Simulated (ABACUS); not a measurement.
A run of ABACUS 3.10.1:

INPUT

```
INPUT_PARAMETERS
suffix              P
calculation         scf
basis_type          pw
pseudo_dir          ./
symmetry            1
dft_functional      MGGA_X_R2SCAN+MGGA_C_R2SCAN
ecutwfc             69
pseudo_rcut         7
nspin               1
nbands              20
ks_solver           dav
smearing_method     fd
smearing_sigma      0.00367493
scf_thr             1e-08
scf_nmax            100
mixing_type         broyden
mixing_beta         0.7
cal_force           1
cal_stress          1
mixing_tau          1
out_chg             1
kpar                4
```

File STRU:

```
ATOMIC_SPECIES
P 30.9738 P_ONCV_PBE-1.2.upf

LATTICE_CONSTANT
1.8897261246

LATTICE_VECTORS
1.6477431241 -5.4650377251 0.0000000000
1.6477431241 5.4650377251 0.0000000000
0.0000000000 0.0000000000 4.5436355900

ATOMIC_POSITIONS
Cartesian

P
0.0
4
1.6477431241 -4.4173149036 2.6753615623 1 1 1
1.6477431241 4.4173149036 1.8682740277 1 1 1
1.6477431241 -1.0477228215 0.4035437673 1 1 1
1.6477431241 1.0477228215 4.1400918227 1 1 1
```

File KPT:

```
K_POINTS
0
Gamma
5 5 4 0 0 0
```

Potentials or basis: SG15 ONCV 1.2 PBE, plane waves.

Launch:

```sh
$ OMP_NUM_THREADS=1 mpirun -np 4 abacus > log
```

Hardware: 4 MPI ranks on Intel(R) Xeon(R) Platinum 8259CL CPU @ 2.50GHz (Skylake/Cascade Lake) (shared host).

Question: Estimate the wall time of this run.

Answer: Run time: 110 s on 4 MPI ranks on Intel(R) Xeon(R) Platinum 8259CL CPU @ 2.50GHz (Skylake/Cascade Lake) (shared host), peak memory 0.56 GiB a rank. Counts: scf iterations 6, k points 27, bands 20, ranks 4.
